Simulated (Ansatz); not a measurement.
A Ba vacancy and an O vacancy, 5.09 Å apart on the ideal sites in cubic perovskite BaHfO3, 38 atoms, charge 0

All numbers come from Ansatz (PAW, plane waves, no spin–orbit coupling) at the single k point (¼, ¼, ¼) without its symmetry partners. The atoms were relaxed with PBEsol in a fixed cell; other functionals are single points on those atoms unless said otherwise. The valence top and gap of the host come from its small cell on a dense mesh, with the band extrema sought between the mesh points, lined up by the mean potential, PBEsol gap 3.58 eV, HSE06 gap 5.21 eV.

Cell: a = 8.315 Å, b = 8.315 Å, c = 8.315 Å, α = 90.00°, β = 90.00°, γ = 90.00°.

Nearest atoms after relaxation, from the placed atom (for vacancies from the middle of the vacant sites): Hf at 1.44 Å, O at 1.49 Å, O at 1.49 Å, Ba at 2.58 Å, O at 2.58 Å, O at 3.23 Å, O at 3.23 Å, Hf at 3.26 Å.

Chemical potentials μ are those of reference phases of the elements at zero temperature by the same functional (the usual solids, diamond for C, grey Sn, and the molecules H2, N2, O2, F2, Cl2, Br2 and S8).

```csv
functional,E(defect) − E(host) − Σ nμ + q·E_VBM (eV),monopole (eV),alignment (eV),formation energy at E_F = VBM (eV),moment (μB),"wall time, shared host"
PBEsol,9.58,0.00,0.00,9.58,0 (no spin),31 s on 8 threads of Platinum 8259CL (relaxation)
```

Estimate the formation energy and moment that HSE06 gives on these atoms.

9.56 eV at E_F = VBM, moment 0 (no spin).

HSE06 one-electron levels near the gap (the ten most localised at most), from the host's valence top:

| level (eV) | spin | filling | atoms sharing it | element of the atom with most weight |
| --- | --- | --- | --- | --- |
| 4.09 | both | 0.00 | 10.1 | Hf |

All elements are taken at their own reference at once; growth conditions in equilibrium with the host shift these energies, by up to the host's formation enthalpy.

The ideal cubic host may itself distort, and that gain is in these energies.

One k point and a cell of this size can leave errors of several tenths of an eV in such numbers.
